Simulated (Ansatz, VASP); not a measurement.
**WC (Qusongite): VASP beside Ansatz**

```xyz
2
Lattice="2.9816 0.0000 0.0000 -1.4908 2.5821 0.0000 0.0000 0.0000 2.8979" Properties=species:S:1:pos:R:3 pbc="T T T"
W     0.0000    0.0000    0.0000
C     1.4908    0.8607    1.4489
```

Alike in both runs: task relaxation of shape and atoms at fixed volume; functional PBE; k mesh 18 × 18 × 14; occupations gaussian, width 0.1 eV; no spin polarisation.

|  | VASP | Ansatz |
| --- | --- | --- |
| version | VASP 6.6.1 | Ansatz 0.2.0 |
| potentials or method | VASP PAW PBE potentials, release 64 (W_sv, C) | scalar-relativistic, plane waves, PAW |
| plane-wave cutoff (eV) | 600 | 420 |
| valence electrons in the cell | 18 | 18 |

```tsv
	VASP	Ansatz	Ansatz less VASP
gap on the k mesh at the Fermi level, each at its own relaxed structure (eV)	none	none	-
relaxed volume (Å³/atom)	11.15	11.15	0.000
relaxed cell length with the largest relative difference (Å)	2.894	2.893	-0.0008
```

A gap of «none» marks a metal or a gap that the smearing closes.

Spin-orbit coupling is left out, which matters for the levels of W.
